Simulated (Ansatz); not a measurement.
# How much does Ir in Ag(111), 2x2 scatter?

How strong a scatterer is Ir in Ag(111), 2x2, and does relaxation matter?

Program: Ansatz 0.2.0. Level of theory: Ansatz plane-wave DFT, PBE, PAW files; ballistic transport by layer matching (Landauer), zero bias; PAW set soft_1. Results are calculated unless marked as measured.

## (1) Set-up

The cell holds 44 atoms: 43 Ag and 1 Ir. Its edges and angles: a = 5.779 Å, b = 5.779 Å, c = 26.004 Å, α = 86.8°, β = 93.2°, γ = 120.0°. It derives from Ag. Regions: lead, 24 atoms (24 Ag); scattering region, 20 atoms (19 Ag and 1 Ir). The structure is stacked along c, and the current runs across the ab planes.

## (2) Transmission at ideal sites

The defect sits in one plane of the supercell, all atoms on ideal sites; the layers about the cell's end are the lead. The mesh across the current, 10×10, is finer than the density's, because channels open and close sharply across the zone. Energies from -0.1 to 0.1 eV in steps of 0.05 eV are too few for the program's thermal sum, so it prints no conductance; for a metal the transmission near the Fermi level serves, at a fraction of the cost.

File input.yaml:

```yaml
crystal:
  lattice:
    - [5.7787594586, 0.0, 0.0]
    - [-2.8893797293, 5.0045524935, 0.0]
    - [-1.4446898646, 0.8340920822, 25.9508553696]
  atoms:
    - { symbol: Ag, position: [0.0075757576, 0.9924242424, 0.0454545455] }
    - { symbol: Ag, position: [0.0075757576, 0.4924242424, 0.0454545455] }
    - { symbol: Ag, position: [0.5075757576, 0.9924242424, 0.0454545455] }
    - { symbol: Ag, position: [0.5075757576, 0.4924242424, 0.0454545455] }
    - { symbol: Ag, position: [0.1893939394, 0.3106060606, 0.1363636364] }
    - { symbol: Ag, position: [0.1893939394, 0.8106060606, 0.1363636364] }
    - { symbol: Ag, position: [0.6893939394, 0.3106060606, 0.1363636364] }
    - { symbol: Ag, position: [0.6893939394, 0.8106060606, 0.1363636364] }
    - { symbol: Ag, position: [0.3712121212, 0.1287878788, 0.2272727273] }
    - { symbol: Ag, position: [0.3712121212, 0.6287878788, 0.2272727273] }
    - { symbol: Ag, position: [0.8712121212, 0.1287878788, 0.2272727273] }
    - { symbol: Ag, position: [0.8712121212, 0.6287878788, 0.2272727273] }
    - { symbol: Ag, position: [0.053030303, 0.946969697, 0.3181818182] }
    - { symbol: Ag, position: [0.053030303, 0.446969697, 0.3181818182] }
    - { symbol: Ag, position: [0.553030303, 0.946969697, 0.3181818182] }
    - { symbol: Ag, position: [0.553030303, 0.446969697, 0.3181818182] }
    - { symbol: Ag, position: [0.2348484848, 0.2651515152, 0.4090909091] }
    - { symbol: Ag, position: [0.2348484848, 0.7651515152, 0.4090909091] }
    - { symbol: Ag, position: [0.7348484848, 0.2651515152, 0.4090909091] }
    - { symbol: Ag, position: [0.7348484848, 0.7651515152, 0.4090909091] }
    - { symbol: Ir, position: [0.4166666667, 0.0833333333, 0.5] }
    - { symbol: Ag, position: [0.4166666667, 0.5833333333, 0.5] }
    - { symbol: Ag, position: [0.9166666667, 0.0833333333, 0.5] }
    - { symbol: Ag, position: [0.9166666667, 0.5833333333, 0.5] }
    - { symbol: Ag, position: [0.0984848485, 0.9015151515, 0.5909090909] }
    - { symbol: Ag, position: [0.0984848485, 0.4015151515, 0.5909090909] }
    - { symbol: Ag, position: [0.5984848485, 0.9015151515, 0.5909090909] }
    - { symbol: Ag, position: [0.5984848485, 0.4015151515, 0.5909090909] }
    - { symbol: Ag, position: [0.2803030303, 0.2196969697, 0.6818181818] }
    - { symbol: Ag, position: [0.2803030303, 0.7196969697, 0.6818181818] }
    - { symbol: Ag, position: [0.7803030303, 0.2196969697, 0.6818181818] }
    - { symbol: Ag, position: [0.7803030303, 0.7196969697, 0.6818181818] }
    - { symbol: Ag, position: [0.4621212121, 0.0378787879, 0.7727272727] }
    - { symbol: Ag, position: [0.4621212121, 0.5378787879, 0.7727272727] }
    - { symbol: Ag, position: [0.9621212121, 0.0378787879, 0.7727272727] }
    - { symbol: Ag, position: [0.9621212121, 0.5378787879, 0.7727272727] }
    - { symbol: Ag, position: [0.1439393939, 0.8560606061, 0.8636363636] }
    - { symbol: Ag, position: [0.1439393939, 0.3560606061, 0.8636363636] }
    - { symbol: Ag, position: [0.6439393939, 0.8560606061, 0.8636363636] }
    - { symbol: Ag, position: [0.6439393939, 0.3560606061, 0.8636363636] }
    - { symbol: Ag, position: [0.3257575758, 0.1742424242, 0.9545454545] }
    - { symbol: Ag, position: [0.3257575758, 0.6742424242, 0.9545454545] }
    - { symbol: Ag, position: [0.8257575758, 0.1742424242, 0.9545454545] }
    - { symbol: Ag, position: [0.8257575758, 0.6742424242, 0.9545454545] }
kpoints:
  mp_grid: { grid: [4, 4, 1] }
hamiltonian:
  xc: pbe
  pseudopotentials: { kind: paw, azcp: { folder: soft_1 } }
scf:
  occupations: { method: fermi_dirac, width: 0.1 }
output:
  transmission: { leads: [[0, 4]], kmesh: [10, 10], e_range: [-0.1, 0.1], de: 0.05 }
  write_potential: true
  write_density: true
  volumetric_format: npy
  elf: true
```

Command:

```sh
$ ansatz run input.yaml --threads 4 --pin off --max-ram 15360MiB --backend cpu --events-out ev --progress --plain --runs-dir out
```

Numbers of over 12 decimals in the logs are rounded to 6 here.

Output:

```text
Engine: ansatz 0.2.0, x86_64-unknown-linux-gnu
Pseudopotentials: kind: paw
Pseudopotential: Ag, paw, valence charge 19, recommended cutoff 420 eV (normal), soft_1/Ag.paw.azcp
Pseudopotential: Ir, paw, valence charge 17, recommended cutoff 420 eV (normal), soft_1/Ir.paw.azcp
Functional definition: PBE
  parameter kappa = 0.804
  parameter beta = 0.066725
  exchange = pbe_x(kappa = kappa, mu = beta*pi^2/3)
  correlation = pbe_c(beta = beta)
Crystal: 44 atoms, lattice volume = 750.501 Å³
Basis set: ecut = 420 eV, 14721 PW (Γ)
Bands: 501, of which v1, the nominal top of the filled ones, is band 417 counted from 1 (416 counted from 0)
Symmetry: 4 space group operations
Space group: C2/m (ITA 12), of the structure as read, at distance tolerance 9.1e-5 Å
k-points: 7 of 16
Non-local potential: Ag, projectors of the file, l = 0: 3, l = 1: 2, l = 2: 2, l = 3: 1
Non-local potential: Ir, projectors of the file, l = 0: 3, l = 1: 2, l = 2: 2, l = 3: 1
PAW form: soft (Blöchl's): semilocal exchange-correlation on the pseudo side does not see the compensation charge
PAW one-centre angular grid: Ag, 590 points (default); XC on 64 Gauss nodes
PAW one-centre angular grid: Ir, 590 points (default); XC on 64 Gauss nodes
Initial density: superposition of atomic densities (chi_scale 0.1, normalization cell, long waves 27 % of neutral atoms (reshape's long-wave potential 1.27 eV rms, cloud 2.86 Å wide))
Initial wavefunctions: pseudopotential atomic-orbital guess
Functional: x = pbe(κ = 0.804, μ = 0.219515), c = pbe(β = 0.066725)
SCF iter   1: F=—  HF=-338347.100002 eV  |F-HF|=—  |Δ(HF+E_count)|=         —  Δρ=7.94e-2  dr2=4.55e2  ethr=3.10e-3  ⟨swp⟩=4.0  Hψ=10496  notcnv=0  defer=61
preconditioner: auto → Kerker (q_TF=auto, 2.777 Å⁻¹)  [metal: Δε(μ)=0.015 eV  Ē_g=10.175 eV  σ=0.100 eV  W_gap=0.04  n_scr=292 (ndim 8)  ℏωp=29.8 eV  f_vac=0.000  D(μ)=20.91/eV (n_scr^D=136)]
SCF iter   2: F=—  HF=-338337.183624 eV  |F-HF|=—  |Δ(HF+E_count)|=    9.92e0  Δρ=3.90e-2  dr2=2.48e2  ethr=3.10e-3  ⟨swp⟩=2.9  Hψ=5777  notcnv=0  defer=431
SCF iter   3: F=—  HF=-338332.342827 eV  |F-HF|=—  |Δ(HF+E_count)|=    4.84e0  Δρ=1.01e-2  dr2=6.21e1  ethr=3.10e-3  ⟨swp⟩=2.3  Hψ=4028  notcnv=0  defer=431
SCF iter   4: F=—  HF=-338331.422902 eV  |F-HF|=—  |Δ(HF+E_count)|=   9.20e-1  Δρ=7.73e-3  dr2=1.11e1  ethr=3.10e-3  ⟨swp⟩=1.6  Hψ=4056  notcnv=0  defer=425
SCF iter   5: F=—  HF=-338331.089842 eV  |F-HF|=—  |Δ(HF+E_count)|=   3.33e-1  Δρ=3.34e-3  dr2=1.37e-1  ethr=1.33e-3  ⟨swp⟩=2.3  Hψ=3157  notcnv=0  defer=429
SCF iter   6: F=—  HF=-338331.098174 eV  |F-HF|=—  |Δ(HF+E_count)|=   8.33e-3  Δρ=9.99e-4  dr2=1.53e-1  ethr=1.64e-5  ⟨swp⟩=1.1  Hψ=4187  notcnv=0  defer=427
SCF iter   7: F=—  HF=-338331.094046 eV  |F-HF|=—  |Δ(HF+E_count)|=   4.13e-3  Δρ=3.77e-4  dr2=7.83e-3  ethr=1.64e-5  ⟨swp⟩=1.6  Hψ=3082  notcnv=0  defer=427
SCF iter   8: F=—  HF=-338331.093501 eV  |F-HF|=—  |Δ(HF+E_count)|=   5.45e-4  Δρ=1.85e-4  dr2=2.39e-3  ethr=9.39e-7  ⟨swp⟩=2.1  Hψ=3610  notcnv=0  defer=427
SCF iter   9: F=—  HF=-338331.093269 eV  |F-HF|=—  |Δ(HF+E_count)|=   2.32e-4  Δρ=5.37e-5  dr2=1.28e-4  ethr=2.87e-7  ⟨swp⟩=2.0  Hψ=3262  notcnv=0  defer=427
SCF iter  10: F=—  HF=-338331.093263 eV  |F-HF|=—  |Δ(HF+E_count)|=   5.53e-6  Δρ=2.36e-5  dr2=1.31e-5  ethr=1.53e-8  ⟨swp⟩=2.1  Hψ=4850  notcnv=0  defer=427
SCF iter  11: F=—  HF=-338331.094024 eV  |F-HF|=—  |Δ(HF+E_count)|=   7.60e-4  Δρ=6.65e-6  dr2=2.04e-6  ethr=1.57e-9  ⟨swp⟩=2.0  Hψ=4837  notcnv=0  defer=427
SCF iter  12: F=—  HF=-338331.094023 eV  |F-HF|=—  |Δ(HF+E_count)|=   9.32e-8  Δρ=3.03e-6  dr2=1.32e-7  ethr=2.44e-10  ⟨swp⟩=2.0  Hψ=3156  notcnv=0  defer=427
SCF iter  13: F=-338331.094023 eV  HF=-338331.094023 eV  |F-HF|=1.48e-8  |Δ(HF+E_count)|=   1.73e-8  Δρ=1.12e-6  dr2=1.66e-8  ethr=1.20e-11  ⟨swp⟩=9.4  Hψ=13814  notcnv=0
SCF 1 converged in 13 iterations: F = -338331.094023 eV  dr2 = 1.66e-8
  greatest PAW one-centre occupation: 1.001 electrons in one spin orbital (limit 2), on the Ag atom at site 23 (counted from 0), in its partial waves of l = 0
transmission: 106 of 1054 steps passed
transmission: 218 of 1054 steps passed
[...]
transmission: 1054 of 1054 steps passed
SCF converged after 13 iterations
Free energy (F): -338331.094023 eV
Harris-Foulkes:  -338331.094023 eV  (|F-HF|=1.48e-8)
Internal energy: -338330.550675 eV  (E = F + TS)
E sigma→0 (E₀):  -338330.822349 eV
Entropy (-TS):   -0.543349 eV (-12.349 meV/atom)
Fermi energy:    17.220382 eV
--- Per-component energies (eV) ---
  E_band       = -10316.169820
  E_kinetic    = 20658.527649
  E_local      = -91022.618525  (includes V_loc(G=0)·N_el)
  E_nonlocal   = 1552.311060
  E_hartree    = 44597.593476
  E_xc         = -7075.224002
  E_vxc        = -8921.384345  (∫ρ·V_xc dr)
  E_paw        = -179342.960102  (= ΣΔE_a)
  E_vpaw       = -21778.196866  (= ΣTr[D̂ρ^β])
  E_aug_tail   = 0.016559  (compensation charges beyond the density's cutoff)
  E_ewald      = -127698.196790
  E_smearing   = -0.543349  (= −TS)
  E_closure    = 0.000000  (closes the sum)
  Σ components = -338331.094023   (vs F -338331.094023, Δ=0.00e0)
--- Band table (eV; the first three rows and the last of 7) ---
  k-point 0: bands = [... 413 lower, 17.3937, 17.4018, 17.7045, 17.7650, 17.9856, 18.0094, 18.0667, 18.0837, ... 80 higher]
  k-point 1: bands = [... 413 lower, 16.9395, 17.0435, 17.1493, 17.1595, 17.2260, 17.4109, 17.5275, 17.6316, ... 80 higher]
  k-point 2: bands = [... 413 lower, 16.9151, 16.9900, 17.1423, 17.1633, 17.2101, 17.2722, 17.2906, 17.5473, ... 80 higher]
  k-point 6: bands = [... 413 lower, 16.8693, 16.8697, 16.9053, 16.9306, 17.2601, 17.4449, 17.4974, 17.5487, ... 80 higher]
--- Transmission ---
  basis      : 253 plane waves across, 34 finite elements along
  points     : 31, standing for a mesh of 10 x 10
  energies   : 5 from -0.100000 to 0.100000 eV about the Fermi level, 0.050000 eV apart; the leads are filled to 0.000000 eV, and channels, transmission and decay are at 0.000000 eV
  crystal 0  : Ag4, at the sites [0, 4], period 2.3592 Å, over 23.59 Å; its Hamiltonian steps by up to 7.8 meV
    offset         : up to 0.0000 Å between an atom of the period and one for which it stands
    channels       : 3.210000e0 a spin
    conductance    : none, the energies end too early or step too widely for 300 K: set another output.transmission.e_range or a lower de, or, where they end at an eighth of basis.ecutwfc, a higher one
  junction   : crystal 0 to crystal 0, 0.70 to 24.29 Å
    transmission   : 2.653466e0 a spin
    conductance    : none, the energies end too early or step too widely for 300 K: set another output.transmission.e_range or a lower de, or, where they end at an eighth of basis.ecutwfc, a higher one
```

It took 4 min on 4 threads of Intel Xeon Platinum 8488C (Sapphire Rapids), shared host; peak memory 6.4 GiB.

In the SCF lines HF is the Harris–Foulkes energy and dr2 the Hartree energy of the density residual, in eV; the loop may stop once dr2 is under the threshold and the program's other checks hold. Hψ counts applications of the Hamiltonian.

This step gave:

| Quantity | Value |
| --- | --- |
| free energy | -338331.0940 eV |
| energy at zero smearing | -338330.8223 eV |
| Fermi energy | 17.22 eV |
| cell area | 28.92 Å² |
| transmission per spin nearest the Fermi level | 2.653 |
| open channels per spin nearest the Fermi level | 3.21 |
| step of the lead's potential | 7.8 meV |

Per spin. Table of transmission, zone mean by energy, zero at the Fermi level:

```
energy (eV)  transmission, zone mean
    -0.1000                     2.56
    -0.0500                     2.61
     0.0000                     2.65
     0.0500                     2.69
     0.1000                     2.72
```

Per spin. The open channels, zone mean, lead stays at 3.21 for energy from -0.1 to 0.1 eV.

Transmission over k1 and k2. At 0.0000 eV from the Fermi level.

Ten even steps from '0' (2.07) to '9' (3.26):
```
3844483323
3494494322
3449094433
3440660443
7899676998
3344066044
3334490944
3223494494
3323384448
7333373333
```
Columns: k1 (b1) from -0.5 to 0.4; rows upwards: k2 (b2) from -0.5 to 0.4.

Open channels over k1 and k2. At 0.0000 eV from the Fermi level.

Values, 10 rows by 10 columns:
```
3.00 4.00 3.00 3.00 3.00 4.00 3.00 3.00 3.00 3.00
3.00 3.00 4.00 3.00 3.00 4.00 3.00 3.00 3.00 3.00
3.00 3.00 3.00 4.00 3.00 4.00 3.00 3.00 3.00 3.00
3.00 3.00 3.00 3.00 3.00 3.00 3.00 3.00 3.00 3.00
4.00 4.00 4.00 4.00 3.00 3.00 3.00 4.00 4.00 4.00
3.00 3.00 3.00 3.00 3.00 3.00 3.00 3.00 3.00 3.00
3.00 3.00 3.00 3.00 3.00 4.00 3.00 4.00 3.00 3.00
3.00 3.00 3.00 3.00 3.00 4.00 3.00 3.00 4.00 3.00
3.00 3.00 3.00 3.00 3.00 4.00 3.00 3.00 3.00 4.00
4.00 3.00 3.00 3.00 3.00 4.00 3.00 3.00 3.00 3.00
```
Columns: k1 (b1) from -0.5 to 0.4; rows upwards: k2 (b2) from -0.5 to 0.4.

Valence density in the ca plane at fractional y = 0.083, with atoms of Ir and Ag within 0.2 Å of it. It is the smooth field of the valence electrons, not physical close to the nuclei.

Ten steps, logarithmic in the rise over the least value, from '0' (0 e/Å³) to '9' (16 e/Å³), each cell a mean:
```
10014676311111000000001489973100000000000025
00136998510000000000001589973100000001111114
00136997410011000011101367752011110012443111
10024775311232100122210133321012321124664200
10012332112455311233310011110123431124664201
11000111012566311233310122211112321013442112
11001121112455310122211245542111110001111124
10013554211232100011111478863100000000000025
00025887410110000000012578874100000000110025
00136998510000000000012478763111110001232112
00126887411121100011111245532112221013553101
10013554211344210123211122211123331124664200
10001121012565311234310011110123321113553111
11000111012565311133210123321012211012321113
10001332111343200111101357752101100000110025
```
Columns run along c (16.0 Å, from fractional 0.15 to 0.76 of the cell), rows up along a (5.8 Å). Atoms in or near the plane, at fractional coordinates: Ir at (0.50, 0.42), Ag at (0.50, 0.92).

Electrostatic potential energy in the ca plane at fractional y = 0.083, with atoms of Ir and Ag within 0.2 Å of it. With pseudopotentials it is smooth inside the atoms' cores, unlike the true potential.

Ten even steps from '0' (-12 eV) to '9' (20 eV), each cell a mean:
```
99984001589888999999998305405999999999999971
99961230389999999999998305305999999999888984
99960230389999999999999510037998889997446898
99973002699766899977799865589986568984113799
99997557897312589854689999999975468973013899
89999999996201489854689987789986578986346897
89999878997323699877899731138998899998889983
99996324798767899999998400005999999999999971
99972010489999999999998200004899999999999972
99950240389999999999998300006999999998667986
99961010489888999988899720158997779985224899
99985224898534799865789987799985468973003799
89999888997201489754589999999985468984115898
89999999996201589865789975579987789997668985
89998657898535799988899610027999999999999971
```
Columns run along c (16.0 Å, from fractional 0.15 to 0.76 of the cell; values clipped at the 3rd and 97th percentile), rows up along a (5.8 Å). Atoms in or near the plane, at fractional coordinates: Ir at (0.50, 0.42), Ag at (0.50, 0.92).

ELF in the ca plane at fractional y = 0.083, with atoms of Ir and Ag within 0.2 Å of it. It is the smooth field of the valence electrons, not physical close to the nuclei.

Ten even steps from '0' (0.15) to '9' (0.71), each cell a mean:
```
00003554100000000000000369952000000000000014
00014786300000000000000369952000000000000002
00015786300000000000000245530000000001221000
00013554100111000001000012100001210002443100
00001221001343200022100011111002210003443000
00000000001454200022100122221001110001321001
00000000001343100011001245542100000000000003
00001332100111000000012477763110000000000014
00014675200000000000012575673210000000000003
00015896300000000000012477763110000000110001
00014675200000000000001246532100100002332000
00002332000232100011101122221002210003443100
00000000001344200022100111110002210002442000
00000000001344200012100011210001100000110002
00000121000222100000000145541000000000000014
```
Columns run along c (16.0 Å, from fractional 0.15 to 0.76 of the cell), rows up along a (5.8 Å). Atoms in or near the plane, at fractional coordinates: Ir at (0.50, 0.42), Ag at (0.50, 0.92).

Over the solved energies the transmission per spin lies between 2.56 and 2.72, out of 3.21 channels of the lead on average (up to 3.21).

## (3) Resistance at ideal sites

This step: Ansatz plane-wave DFT, PBE, PAW files; ballistic transport by layer matching (Landauer), zero bias; area resistance of the defect plane and resistivity an atomic per cent; PAW set soft_1 (Ansatz 0.2.0).

Numbers from this step:

```yaml
area_resistance: 0.2449 fΩ m²
t_over_the_leads_mean_channel_count: 0.8260
resistivity_per_at_scaled_from_this_dense_plane_with_the_factor_3_over_4_for_isotropic_scattering: 3.115 µΩ cm
```

Averaged over the energies near the Fermi level, 82.6 % of the channels pass, which makes 0.245 fΩ m².

By hand, with T and the leads' channels N averaged over the energies near the Fermi level: RA = A (h/2e²)(1/T − 1/N) = 28.92×10⁻²⁰ m² × 12 906 Ω × (1/2.651 − 1/3.210) = 0.245 fΩ m². Per atomic per cent: RA × A / V_atom × 0.01 × 3/4 = 3.11 µΩ cm, with the host's V_atom = 17.06 Å³.

## (4) What came out

| Property | Result |
| --- | --- |
| share of channels that pass, rigid | 0.826 |
| area resistance, rigid | 0.245 fΩ m² |
| resistivity per at.% from the area resistance, times 3/4, rigid | 3.11 µΩ cm |

What this shows: The plane of defects adds 0.24 fΩ m². Scaled to one atomic per cent that is 4.2 µΩ cm as it stands and 3.1 with the factor 3/4 for isotropic scattering on a spherical Fermi surface; with the reflection in place of the resistance taken as linear in the density it would be 2.6. These are rough estimates of the dilute value, not bounds. One Ir in each 2x2 cell reflects 17 % of the lead's channels. The defects form a dense periodic sheet that scatters coherently, unlike a dilute random alloy. T and N are means over the solved energies nearest the Fermi level. Spin-orbit coupling is left out, which matters for Ir.

[Logs are printed without paths, hosts, clocks, repeated set-up lines and the standing remarks that a program may print on its own settings, such as how far it seeks lower states.]

[Hosts, paths, dates, database ids (printed as entryN), source tags and the programs' standing remarks are cut or masked in the printed files.]
